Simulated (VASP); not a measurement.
Here is a VASP 6.6.1 calculation.

File INCAR:

```
ALGO = Fast
EDIFF = 1E-7
EDIFFG = -0.01
ENCUT = 600
IBRION = 2
ISIF = 2
ISMEAR = 0
LASPH = True
LCHARG = False
LREAL = False
LWAVE = False
NELM = 80
NSW = 40
PREC = Accurate
SIGMA = 0.03
```

The input KPOINTS:

```
k-points
0
Gamma
  8 8 8
```

The input POSCAR:

```
KCl                                     
1.0
    0.0000000000      3.0231220012      3.0231220012
    3.0231220012      0.0000000000      3.0231220012
    3.0231220012      3.0231220012      0.0000000000
  K               Cl            
     1     1
Direct
     0.0000000000000000    0.0000000000000000    0.0000000000000000
     0.5000000000000000    0.5000000000000000    0.5000000000000000
```

Potentials or basis: VASP PAW LDA potentials, release 64 (K_sv, Cl).

Command:

```console
$ cat potpaw_LDA.64/K_sv/POTCAR potpaw_LDA.64/Cl/POTCAR > POTCAR
$ mpirun -np 1 vasp_std > vasp.out
```

Q: What does it give for the band gap on the k mesh?

A: 5.17 eV, direct.

Final structure:
```cif
data_structure
_symmetry_space_group_name_H-M 'P 1'
_symmetry_Int_Tables_number 1
_cell_length_a 4.2753
_cell_length_b 4.2753
_cell_length_c 4.2753
_cell_angle_alpha 60.000
_cell_angle_beta 60.000
_cell_angle_gamma 60.000
_cell_volume 55.26
loop_
_atom_site_label
_atom_site_type_symbol
_atom_site_fract_x
_atom_site_fract_y
_atom_site_fract_z
_atom_site_occupancy
K1 K 0.00000 0.00000 0.00000 1
Cl1 Cl 0.50000 0.50000 0.50000 1
```

Caveat: the relaxation stopped at its first step, so nothing moved. A k mesh can miss the band edges.
